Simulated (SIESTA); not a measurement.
Runs of SIESTA 5.4.2 on ZnO (zincite). Symmetry: P6_3mc, No. 186, hexagonal system. Conventional cell: a = 3.249 Å, b = 3.249 Å, c = 5.206 Å, α = 90.00°, β = 90.00°, γ = 120.00°. Zn (site symmetry 3m) has 4 O at 1.97 to 1.98 Å as nearest neighbours. Around O (site symmetry 3m) lie 4 Zn at 1.97 to 1.98 Å. 

```tsv
potentials or basis	gap on the mesh (eV)	pressure (GPa)	largest force (eV/Å)
PseudoDojo 0.4 standard (PBE files), SZP (energy shift 0.003 Ry)	2.42	5.5	(b)
PseudoDojo 0.4 standard (PBE files), TZP (energy shift 0.003 Ry; two zetas on semicore shells)	1.01	5.1	0.08
PseudoDojo 0.4 standard (PBE files), TZDP (energy shift 0.003 Ry; two zetas on semicore shells)	1.06	5.5	0.07
PseudoDojo 0.4 standard (PBE files), DZP (energy shift 0.003 Ry; two zetas on semicore shells)	1.01	5.7	0.09
PseudoDojo 0.4 standard (PBE files), DZDP (energy shift 0.003 Ry; two zetas on semicore shells)	1.06	(a)	0.09
```

Alike in all rows: task band structure; level PBE; no spin polarisation; cell as given; k mesh 9 × 9 × 5; smearing fermi-dirac 0.05 eV; grid cutoff 800 Ry; energy shift 0.003 Ry.

Question: Estimate the missing entries.

Answer: (a) 6.0; (b) 0.11.

Caveats: short orbitals over semicore shells can move pressures by several GPa; the valence orbitals were made in a potential fitted to the semicore shell under them, which widens gaps by tenths of an eV or more; the basis of atomic orbitals isn't converged, which shifts pressures, moduli and gaps; the mesh misses the band edges, which the band path finds closer together (some runs).
